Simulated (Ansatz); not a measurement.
## ZnSnP$_{2}$ in Ansatz, relaxation

Launch command:

```bash
ansatz run input.yaml --threads 2 --pin off --max-ram 2560MiB --backend cpu --events-out ev --progress --plain --runs-dir out
```

input.yaml:

```yaml
crystal:
  lattice:
    - [0.0, 5.618763, 0.0]
    - [5.618763, 0.0, 0.0]
    - [2.809382, 2.809382, -5.536437]
  atoms:
    - { symbol: Sn, position: [0.5, 0.5, 0.0] }
    - { symbol: Sn, position: [0.25, 0.75, 0.5] }
    - { symbol: Zn, position: [0.0, 0.0, 0.0] }
    - { symbol: Zn, position: [0.75, 0.25, 0.5] }
    - { symbol: P, position: [0.375, 0.389, 0.75] }
    - { symbol: P, position: [0.611, 0.125, 0.25] }
    - { symbol: P, position: [0.875, 0.861, 0.75] }
    - { symbol: P, position: [0.139, 0.625, 0.25] }
  symmetry: { tolerance: 0.0003 }
kpoints:
  mp_grid: { grid: [6, 6, 6], shift: [0, 0, 0] }
magnetization:
  spin_polarized: false
scf:
  occupations: { method: fermi_dirac }
  lower_state_search: "off"
hamiltonian:
  pseudopotentials: { kind: paw }
  xc: pbe
basis:
  ecutwfc: 420
  fft_grid_basis: typed
relax:
  max_steps: 60
output:
  forces: true
  stress: true
  eigenvalues: true
  bader: true
  populations: true
  elf: true
  write_potential: true
  volumetric_format: npy
  dos:
    e_range: [-12, 8]
    de: 0.05
    projected: { site_lists: { P: [P], Sn: [Sn], Zn: [Zn] } }
checkpoint:
  read: saved_state
```

Origin of the cell: a known structure type with other elements, at an estimated volume, so it need not be a known compound.

The smearing width isn't typed, so it takes its default of 0.1 eV.

The saved state is a converged single point of the same cell.

Steps:

```
step  ΔF (meV/atom)  max force component (eV/Å)  SCF iterations  step was
   1            0.0                       2.543               6  accepted
   2         -132.5                       0.270               6  accepted
   3         -134.1                       0.014               5  accepted
   4         -134.1                       0.000               4  accepted
```

The starting structure.

Space group I-42d (No. 122); the run's cell has a = 5.619 Å, b = 5.619 Å, c = 6.814 Å, α = 65.65°, β = 65.65°, γ = 90.00°. Shortest distances: P–Sn 2.38 Å, P–Zn 2.47 Å.

After:

Space group I-42d (No. 122); the run's cell has a = 5.619 Å, b = 5.619 Å, c = 6.814 Å, α = 65.65°, β = 65.65°, γ = 90.00°. Shortest distances: P–Zn 2.35 Å, P–Sn 2.50 Å.

```yaml
crystal:
  lattice:
    - [0.00000, 5.61876, 0.00000]
    - [5.61876, 0.00000, 0.00000]
    - [2.80938, 2.80938, -5.53644]
  atoms:
    - { symbol: Sn, position: [0.50000, 0.50000, 0.00000] }
    - { symbol: Sn, position: [0.25000, 0.75000, 0.50000] }
    - { symbol: Zn, position: [0.00000, 0.00000, 0.00000] }
    - { symbol: Zn, position: [0.75000, 0.25000, 0.50000] }
    - { symbol: P, position: [0.37500, 0.35087, 0.75000] }
    - { symbol: P, position: [0.64913, 0.12500, 0.25000] }
    - { symbol: P, position: [0.87500, 0.89913, 0.75000] }
    - { symbol: P, position: [0.10087, 0.62500, 0.25000] }
```

```yaml
Free_energy_lowered_by: 134.1 meV/atom
Final_pressure: 4.62 GPa
Relaxation_steps_listed: 4
```

Caveats: the SCF threshold is looser than advised for a stress; the relaxation held the start's symmetry, so the end may be a saddle point.

The run took 2.7 min on 2 threads of Arm Neoverse N1, on a shared host, peak memory 0.54 GiB, from a saved density.
